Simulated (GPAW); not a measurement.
# Mg (I4/mmm) in GPAW: a series of runs

Aim: see how the results for Mg move with the level of theory and the settings. Levels: PBE, RPBE. Tasks: single point.

Everything below comes from runs of GPAW 26.7.0. Logs are shortened: lines on timing, memory, paths and dates and some standing lists are left out, and cuts for length are marked. The log counts tension as positive stress, the text compression.

### Step 1. Starting point

Symmetry: I4/mmm, No. 139, tetragonal system. Conventional cell: a = 3.672 Å, b = 3.672 Å, c = 3.359 Å, α = 90.00°, β = 90.00°, γ = 90.00°. Mg (site symmetry 4/mmm) is surrounded by 10 Mg at 3.09 to 3.36 Å.

This isn't the form of Mg at room conditions, which is hcp.

### Step 2. Single point, PBE

File run.py:

```python
from ase.dft.bandgap import bandgap
from ase.io import read, write
from ase.units import GPa
from gpaw import GPAW, PW

atoms = read('Mg.xyz')

calc = GPAW(mode=PW(800),
            xc='PBE',
            kpts={'size': (11, 11, 11), 'gamma': True},
            occupations={'name': 'methfessel-paxton', 'order': 0, 'width': 0.1},
            nbands=12,
            convergence={'density': 1e-05, 'energy': 1e-05},
            maxiter=150,
            txt='gpaw.txt')
atoms.calc = calc
energy = atoms.get_potential_energy()
forces = atoms.get_forces()
stress = atoms.get_stress()
calc.write('gs.gpw')
write('result.traj', atoms)
print(f'Energy: {energy:.6f} eV')
print('Forces (eV/A):')
print(forces.round(4))
print('Stress (GPa):', (stress / GPa).round(3))
print('Fermi level:', round(calc.get_fermi_level(), 4), 'eV')
print(f'Gap: {bandgap(calc)[0]:.4f} eV, direct: {bandgap(calc, direct=True)[0]:.4f} eV')
```

File Mg.xyz:

```xyz
1
Lattice="-1.8359916300 1.8359916300 1.6794040200 1.8359916300 -1.8359916300 1.6794040200 1.8359916300 1.8359916300 -1.6794040200" Properties=species:S:1:pos:R:3 pbc="T T T"
Mg     0.0000000000      0.0000000000      0.0000000000
```

Potentials or basis: GPAW PAW data sets (gpaw-data 1.2.1), pw.

Started as:

```sh
$ OMP_NUM_THREADS=1 python run.py
```

gpaw.txt:

```text
__  _  _
 | _ |_)|_||  |
 |__||  | ||/\| - 26.7.0

Input parameters:
  mode=PW(ecut=800.0),
  convergence={'density': 1e-05, 'energy': 1e-05},
  kpts=MonkhorstPack(size=(11, 11, 11), gamma=True),
  maxiter=150,
  nbands=12,
  occupations=Occupations(name='methfessel-paxton', order=0, width=0.1),
  xc=XC(name='PBE')

Diagonalizing LCAO Hamiltonian
Converting LCAO to pw mode

       Mg

Atoms  # Å, Bohr magnetons
|   | symbol |        x |        y |        z |    initial magnetic moments |
|---|--------|----------|----------|----------|-----------------------------|
| 0 |     Mg | 0.000000 | 0.000000 | 0.000000 | ( 0.0000,  0.0000,  0.0000) |

Unit cell  # Å
| periodic |         x |         y |         z |  lengths |     angles |
|----------|-----------|-----------|-----------|----------|------------|
|      yes | -1.835992 |  1.835992 |  1.679404 | 3.092269 | 107.154841 |
|      yes |  1.835992 | -1.835992 |  1.679404 | 3.092269 | 107.154841 |
|      yes |  1.835992 |  1.835992 | -1.679404 | 3.092269 | 114.210485 |

Number of symmetries: 16
Symmetry operations  # r_c * U_cc + t_c -> r_c
|    | kind |            matrix            |
|----|------|------------------------------|
|  0 |  σ   |  1, 1, 1,  0, 0,-1,  0,-1, 0 |
|  1 |  C4  |  1, 1, 1,  0, 0,-1, -1, 0, 0 |
|  2 |  E   |  1, 0, 0,  0, 1, 0,  0, 0, 1 |
|  3 |  σ   |  1, 0, 0,  0, 1, 0, -1,-1,-1 |
|  4 |  σ   |  0, 1, 0,  1, 0, 0,  0, 0, 1 |
|  5 |  C2  |  0, 1, 0,  1, 0, 0, -1,-1,-1 |
|  6 |  C2  |  0, 0, 1, -1,-1,-1,  1, 0, 0 |
|  7 |  S4  |  0, 0, 1, -1,-1,-1,  0, 1, 0 |
|  8 |  C4  |  0, 0,-1,  1, 1, 1,  0,-1, 0 |
|  9 |  σ   |  0, 0,-1,  1, 1, 1, -1, 0, 0 |
| 10 |  σ   |  0,-1, 0, -1, 0, 0,  1, 1, 1 |
| 11 |  C2  |  0,-1, 0, -1, 0, 0,  0, 0,-1 |
| 12 |  C2  | -1, 0, 0,  0,-1, 0,  1, 1, 1 |
| 13 |  i   | -1, 0, 0,  0,-1, 0,  0, 0,-1 |
| 14 |  S4  | -1,-1,-1,  0, 0, 1,  1, 0, 0 |
| 15 |  C2  | -1,-1,-1,  0, 0, 1,  0, 1, 0 |

BZ-sampling:
  Number of BZ points: 1331
  Number of IBZ points: 126

  Monkhorst-Pack size: [11, 11, 11]
  Monkhorst-Pack shift: [0, 0, 0]

K-points  # in reciprocal-cell coordinates
|     |                                coordinates |     weight |
|-----|--------------------------------------------|------------|
|   0 | (  0.00000000,   0.00000000,   0.00000000) | 0.00075131 |
|   1 | (  0.09090909,  -0.09090909,   0.00000000) | 0.00300526 |
|   2 | (  0.09090909,  -0.09090909,   0.09090909) | 0.00300526 |
|   3 | (  0.09090909,   0.00000000,   0.00000000) | 0.00601052 |
|   4 | (  0.09090909,   0.09090909,  -0.09090909) | 0.00150263 |
|   5 | (  0.18181818,  -0.18181818,   0.00000000) | 0.00300526 |
|   6 | (  0.18181818,  -0.18181818,   0.09090909) | 0.00601052 |
|   7 | (  0.18181818,  -0.18181818,   0.18181818) | 0.00300526 |
|   8 | (  0.18181818,  -0.09090909,   0.00000000) | 0.01202104 |
|   9 | (  0.18181818,  -0.09090909,   0.09090909) | 0.00601052 |
| ... |                                            |            |
| 125 | (  0.45454545,   0.45454545,   0.45454545) | 0.00601052 |

Plane wave coefficients: 1192
Cutoff: 800.0 eV

Spin-components: 1 (collinear spins)
Bands:           12
Projectors:      5
Spin-degeneracy: 2
Datatype:        complex128

Parallelization:
  kpt:    1
  domain: 1
  band:   1

Density:
  Valence electrons: 10.0
  Components: 1
  Grid points: [21 21 21]
  Charge: 0.0  # |e|

Potential:
  Grid points: [21 21 21]

species:
  Mg:
    name:    Magnesium
    Z:       12.0
    valence: 10
    core:    2
    charge:  0.0  # [|e|]
    compensation charges:
      type: gauss
      rc: 0.33  # [Å]
      lmax: 2
    cutoffs:
      filter: 1.86  # [Å]
      core: 0.54  # [Å]
    projectors
    | kind |    occ | energy [eV] | rcut [Å] |
    |------|--------|-------------|----------|
    |   2s |  2.000 |     -79.840 |    1.090 |
    |   3s |  2.000 |      -4.705 |    1.090 |
    |   2p |  6.000 |     -46.613 |    1.085 |
    |   3p |  0.000 |      -1.330 |    1.085 |
    |    d |        |       0.000 |    1.037 |

    Using partial waves for Mg as LCAO basis

Reference energy: -5449.644889  # eV

eigensolver:
  PPCG
  Converge bands: occupied
  niter=2

density mixing:
  MSR1-Mixer
  Pratt-step length: 0.05
  Maximum mixing coefficient: 0.75
  Old densities: 10
  SVD Regularization: 0.005
  Good broyden scale: 1.0
  Trust region scale: 1.0
  Backstep threshold: 4.0
  History deletion threshold: 6.0
  Fourier metric: weight=20.0, sigma=0.015

occupation numbers:
  Methfessel-Paxton:
    width: 0.1000  # eV
    order: 0

poisson solver:
  ecut: 6400.0  # eV

xc functional:
  name: PBE with 2 nearest neighbor stencil

convergence criteria:
- Maximum integral of absolute [dens]ity change: 1e-05 electrons / valence electron
- Maximum [total energy] change in last 3 cyles: 1e-05 eV / valence electron
- Maximum integral of absolute [eigenst]ate change: 4e-08 eV^2 / valence electron
maximum number of iterations: 150

SCF iterations
|iter     | |      energy | eigst |  dens |
|---------|-|-------------|-------|-------|
|iter:   1| |   -1.592840 | +0.02 |       |
|iter:   2| |   -1.593058 | -2.28 | -1.57 |
|iter:   3| |   -1.592665 | -2.70 | -1.59 |
|iter:   4| |   -1.593739 | -3.58 | -2.09 |
|iter:   5| |   -1.593756 | -5.22 | -3.11 |
|iter:   6| |   -1.593758c| -6.14 | -3.91 |
|iter:   7| |   -1.593758c| -6.78 | -4.35 |
|iter:   8| |   -1.593758c| -9.13c| -6.03c|

Converged in 8 steps
Energy contributions relative to reference atoms: (reference = -5449.644889)

Energy contributions:
  Kinetic:          -1.445809
  Coulomb:           2.690762
  Zero:             -0.023319
  External:          0.000000
  Xc:               -2.814335
  Entropy:          -0.002113
  Spinorbit:         0.000000
  ----------------------------
  Free energy:      -1.594814
  Extrapolated:     -1.593758

dipole moment: (-2.645609, -2.645609, -2.419971)  # |e|*Ang

Fermi level: 3.687
Eigenvalues  # (at kpt = [0.000, 0.000, 0.000])
| band index |      eig [eV] | occ [0-2] |
|------------|---------------|-----------|
|          0 |       -72.481 |     2.000 |
|          1 |       -39.244 |     2.000 |
|          2 |       -39.244 |     2.000 |
|          3 |       -39.234 |     2.000 |
|          4 |        -3.341 |     2.000 |
|          5 |        15.630 |     0.000 |
|          6 |        17.490 |     0.000 |
|          7 |        17.490 |     0.000 |
|          8 |        17.818 |     0.000 |
|          9 |        18.044 |     0.000 |
|         10 |        18.044 |     0.000 |
|         11 |        19.726 |     0.000 |

No gap
No difference between direct/indirect transitions

Forces  # eV/Ang
|        x |       y |       z |
|----------|---------|---------|
| -0.00000 | 0.00000 | 0.00000 |  # Mg   0

Stress tensor  # eV/Ang^3
|         x |         y |         z |
|-----------|-----------|-----------|
| -0.002304 |  0.000000 |  0.000000 |
|  0.000000 | -0.002304 |  0.000000 |
|  0.000000 |  0.000000 | -0.004556 |

# Writing to gs.gpw (mode='')
```

Run time: 23 s. Hardware: 1 thread of Arm Neoverse V2, shared host; peak memory 0.17 GiB.

What came out:

| Property | Result |
| --- | --- |
| Free energy | -1.5948 eV |
| Pressure | 0.5 GPa |
| Band gap on the k mesh | none (metal or under the smearing width) |

Stress tensor (GPa, compression positive):
```
0.37 0.00 0.00
0.00 0.37 0.00
0.00 0.00 0.73
```

### Step 3. Single point, RPBE

run.py, as its differences from that of step 2:

```diff
@@ -1,3 +1,4 @@
+from ase import Atoms
 from ase.dft.bandgap import bandgap
-from ase.io import read, write
+from ase.io import write
 from ase.units import GPa
@@ -5,8 +6,13 @@
 
-atoms = read('Mg.xyz')
+atoms = Atoms(['Mg'],
+              cell=[[-1.83599163, 1.83599163, 1.67940402],
+                    [1.83599163, -1.83599163, 1.67940402],
+                    [1.83599163, 1.83599163, -1.67940402]],
+              scaled_positions=[[0.0, 0.0, 0.0]],
+              pbc=True)
 
 calc = GPAW(mode=PW(800),
-            xc='PBE',
+            xc='RPBE',
             kpts={'size': (11, 11, 11), 'gamma': True},
-            occupations={'name': 'methfessel-paxton', 'order': 0, 'width': 0.1},
+            occupations={'name': 'methfessel-paxton', 'order': 0, 'width': 0.02},
             nbands=12,
```

Potentials or basis: the program's PAW data sets (release 1.2.1) made for this functional, pw.

Started as:

```sh
$ OMP_NUM_THREADS=1 python run.py
```

It took 23 s on 1 thread of Arm Neoverse V2, shared host; peak memory 0.17 GiB.

The run converged. Its results:

* Free energy: -1.4031 eV
* Pressure: 1.7 GPa
* Band gap on the k mesh: none (metal or under the smearing width)

Stress tensor (GPa, compression positive):
```
1.38 0.00 0.00
0.00 1.38 0.00
0.00 0.00 2.24
```

Levels at points of the mesh, in eV from the Fermi level:
| k point | band 2 | band 3 | band 4 | band 5 | band 6 | band 7 | band 8 |
| --- | --- | --- | --- | --- | --- | --- | --- |
| (0.00, 0.00, 0.00) | -42.90 | -42.90 | -42.89 | -7.04 | 11.96 | 13.83 | 13.83 |
